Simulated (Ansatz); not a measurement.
ZrO$_{2}$ (tetragonal-ZrO2 type, space group P4_2/nmc)

```xyz
6
Lattice="3.6013 0.0000 0.0000 0.0000 3.6013 0.0000 0.0000 0.0000 5.2281" Properties=species:S:1:pos:R:3 pbc="T T T"
Zr     0.0000     0.0000     0.0000
Zr     1.8007     1.8007     2.6140
O      0.0000     1.8007     1.0288
O      0.0000     1.8007     3.6429
O      1.8007     0.0000     1.5852
O      1.8007     0.0000     4.1992
```

In this cell atom 6 (O, nearest neighbour Zr at 2.074 Å; its periodic images, 3.6 Å or more away, move with it) is moved by s towards the nearest neighbour, unit vector (-0.868, 0.000, 0.496); all other atoms and the cell stay fixed.

These are r2SCAN (plane waves to 500 eV, PAW, scalar-relativistic; Ansatz, a quantum-chemistry and plane-wave program) values and carry that method's errors. k mesh 7×7×5 (Γ-centred), Fermi-Dirac smearing 0.05 eV. Stress and pressure are positive under compression. Left out: 2 of 11 points, with atoms too close for the PAW data. F∥ is the force on the atom along that direction. F⊥ is the part of the force across the line. This is a high-temperature form of ZrO2. ZrO2 is run without spin polarisation. ZrO2 was relaxed with its symmetry unable to fall. 

```csv
s (Å),P (GPa),F∥ (eV/Å),|F⊥| (eV/Å)
-0.410,4.6,4.368,1.422
-0.328,2.8,3.755,(withheld)
-0.246,1.4,3.037,0.654
-0.164,0.4,(withheld),0.368
-0.082,-0.2,1.198,0.150
0.000,0.0,0.000,0.000
0.082,0.9,-1.466,0.091
0.164,2.9,(withheld),0.134
0.246,6.0,(withheld),0.145
```

Task: What belongs in the gaps?

Result: 
- -0.328, |F⊥| (eV/Å): 1.008
- -0.164, F∥ (eV/Å): 2.195
- 0.164, F∥ (eV/Å): -3.302
- 0.246, F∥ (eV/Å): -5.660

(For displaced atoms, the force is minus the slope of the energy, and its curvature is a force constant, which sets phonon frequencies.)
